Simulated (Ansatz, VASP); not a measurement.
Two plane-wave programs on B

INCAR

```
SYSTEM = B
  PREC = Accurate
  ENCUT = 520
  EDIFF = 1E-6
  ISMEAR = 0
  SIGMA = 0.1
  LREAL = .FALSE.
  LASPH = .TRUE.
  NELM = 80
  ALGO = Normal
  ISIF = 2
  LWAVE = .FALSE.
  LCHARG = .FALSE.
  GGA = PE
  NBANDS = 8
```

File KPOINTS:

```
Automatic mesh
0
G
  18 18 18
  0 0 0
```

Contents of POSCAR:

```
B
1.0
    0.0000000000      1.8917046811      1.8917046811
    1.8917046811      0.0000000000      1.8917046811
    1.8917046811      1.8917046811      0.0000000000
B
1
Direct
    0.0000000000      0.0000000000      0.0000000000
```

Input for Ansatz:

```yaml
crystal:
  lattice:
    - [0.0, 1.8917046811, 1.8917046811]
    - [1.8917046811, 0.0, 1.8917046811]
    - [1.8917046811, 1.8917046811, 0.0]
  atoms:
    - { symbol: B, position: [0.0, 0.0, 0.0] }
basis:
  ecutwfc: 420
kpoints:
  mp_grid: { grid: [18, 18, 18] }
hamiltonian:
  xc: pbe
scf:
  occupations: { method: gaussian, width: 0.1 }
output:
  forces: true
  stress: true
  eigenvalues: true
```

Alike in both runs: task single point; functional PBE; k mesh 18 × 18 × 18; occupations gaussian, width 0.1 eV; no spin polarisation.

|  | VASP | Ansatz |
| --- | --- | --- |
| version | VASP 6.6.1 | Ansatz 0.2.0 |
| potentials or method | VASP PAW PBE potentials, release 64 (B) | scalar-relativistic, plane waves, PAW |
| plane-wave cutoff (eV) | 520 | 420 |
| valence electrons in the cell | 3 | 3 |

|  | VASP | Ansatz | Ansatz less VASP |
| --- | --- | --- | --- |
| gap on the k mesh at the Fermi level (eV) | none | none | - |
| pressure (GPa) | -31.6 | -31.6 | 0.00 |

A gap of «none» marks a metal or a gap that the smearing closes.

Caveats: the cell as given lies far from equilibrium; so large a pressure means that the cell lies far from this level's equilibrium, or that cutoff or potentials fall short (VASP).
